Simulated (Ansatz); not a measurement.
## MgTe in Ansatz: the effect of functional

Crystal: MgTe.

```
Te Mg
1.0
     0.00000    3.23200    3.23200
     3.23200    0.00000    3.23200
     3.23200    3.23200    0.00000
Te Mg
1 1
Cartesian
  1.6160 1.6160 1.6160
  0.0000 0.0000 0.0000
```

The cell comes from a database or a generator and needn't be the stable form of this composition.

Alike in all runs:

```yaml
Program: Ansatz 0.2.0
Task: single point
Potentials_or_basis: all-electron PAW datasets made for the crystal
k_mesh: 6 × 6 × 6
Occupations: fermi-dirac, width 0.05 eV
Spin: no spin polarisation
```

```csv
functional,cutoff,gap on the mesh (eV),pressure (GPa)
PBE,220 eV (chosen from the basis error),2.42,0.7
HSE06,250 eV (chosen from the basis error),3.27,0.0
PBE0,250 eV (chosen from the basis error),?,?
```

Problem. What does the run with functional PBE0 give?

Solution. gap on the mesh 3.91 eV; pressure 0.0 GPa.

Caveats: spin-orbit coupling is left out, which moves the levels of the heavy elements.

A k mesh can miss the band edges.
